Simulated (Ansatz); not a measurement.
ZrN:

```
CELL_PARAMETERS angstrom
0.00000 2.30000 2.30000
2.30000 0.00000 2.30000
2.30000 2.30000 0.00000
ATOMIC_POSITIONS crystal
Zr 0.50000 0.50000 0.50000
N 0.00000 0.00000 0.00000
```

```yaml
Program: Ansatz 0.2.0
Task: relaxation of cell and atoms
Functional: RPBE
Dispersion: D3(BJ)
Potentials_or_basis: all-electron LAPW, scalar-relativistic
Basis_error_allowed: 0.001 eV/atom
k_mesh: 10 × 10 × 10
Occupations: fermi-dirac, width 0.05 eV
Spin: no spin polarisation
```

At the start: volume 12.17 Å³/atom.

Problem. Where does the relaxation end?

Solution. Over 6 steps the energy falls by 176.6 meV/atom and the volume is 10.70 Å³/atom (-12.1 %); space group Fm-3m (No. 225, to 0.05 Å).

The path:
```csv
step,energy change (eV),largest force (eV/Å),volume (Å³)
1,0.0000,0.0000,24.33
2,-0.3426,0.0000,20.95
3,-0.3527,0.0000,21.49
4,-0.3532,0.0000,21.40
5,-0.3532,0.0000,21.39
6,-0.3532,0.0000,21.39
```

Final structure:
```xyz
2
Lattice="0.0000 2.2033 2.2033 2.2033 0.0000 2.2033 2.2033 2.2033 0.0000" Properties=species:S:1:pos:R:3 pbc="T T T"
Zr    2.2033    2.2033    2.2033
N     0.0000    0.0000    0.0000
```

Caveat: the volume moved by -12 % from the deposited cell, more than functionals usually miss.
